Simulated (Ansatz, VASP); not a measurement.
**Pt: VASP beside Ansatz**

File INCAR:

```
  PREC = Accurate
  ENCUT = 600
  EDIFF = 1E-6
  ISMEAR = -1
  SIGMA = 0.05
  LREAL = False
  LASPH = True
  NELM = 100
  ALGO = Normal
  ISIF = 3
  LWAVE = False
  LCHARG = False
  GGA = RE
  IVDW = 13
  IBRION = 2
  NSW = 60
  EDIFFG = -0.01
```

KPOINTS

```
regular mesh
0
Gamma
  12 12 12
```

The input POSCAR:

```
Pt
1.0
   -1.5842200000      1.5842200000      1.5842200000
    1.5842200000     -1.5842200000      1.5842200000
    1.5842200000      1.5842200000     -1.5842200000
Pt
1
Direct
    0.0000000000      0.0000000000      0.0000000000
```

The input input.yaml:

```yaml
crystal:
  lattice:
    - [-1.58422, 1.58422, 1.58422]
    - [1.58422, -1.58422, 1.58422]
    - [1.58422, 1.58422, -1.58422]
  atoms:
    - { symbol: Pt, position: [0.0, 0.0, 0.0] }
hamiltonian:
  xc: revpbe
  pseudopotentials: { kind: paw }
  dispersion: d4
kpoints:
  mp_grid: { grid: [12, 12, 12] }
scf:
  occupations: { method: fermi_dirac, width: 0.05 }
output:
  forces: true
  stress: true
  eigenvalues: true
relax:
  f_tol: 0.01
  max_steps: 40
  cell: { stress_tol: 0.05 }
```

This isn't the form of Pt at room conditions, which is fcc.

Alike in both runs: task relaxation of cell and atoms; functional revPBE; dispersion D4; k mesh 12 × 12 × 12; occupations fermi-dirac, width 0.05 eV; no spin polarisation.

```csv
,VASP,Ansatz
version,VASP 6.6.1,Ansatz 0.2.0
potentials or method,"VASP PAW PBE potentials, release 64 (Pt)",Ansatz PAW
plane-wave cutoff (eV),600,420
valence electrons in the cell,10,18
```

|  | VASP | Ansatz | Ansatz less VASP |
| --- | --- | --- | --- |
| gap on the k mesh at the Fermi level, each at its own relaxed structure (eV) | none | none | - |
| relaxed volume (Å³/atom) | 15.23 | 15.25 | +0.019 |
| relaxed cell length with the largest relative difference (Å) | 2.705 | 2.706 | +0.0011 |
| energy change over the relaxation (meV/atom) | -23 | -21 | +1.8 |

A gap of «none» marks a metal or a gap that the smearing closes. The two sets of potentials don't hold the same shells in valence.

Caveats: pairwise dispersion overbinds metals, which lowers pressure and volume; the PAW data sets were made with another functional, which shifts forces and pressure a little (VASP); the plane-wave basis is chosen anew once the cell has moved, so the energies of steps on either side of that aren't comparable (Ansatz); the PAW data sets come from PBE, with cores solved anew for the run's functional, which leaves a small shift of forces and pressure (Ansatz). The runs have no spin-orbit coupling, so splittings on Pt are missing.
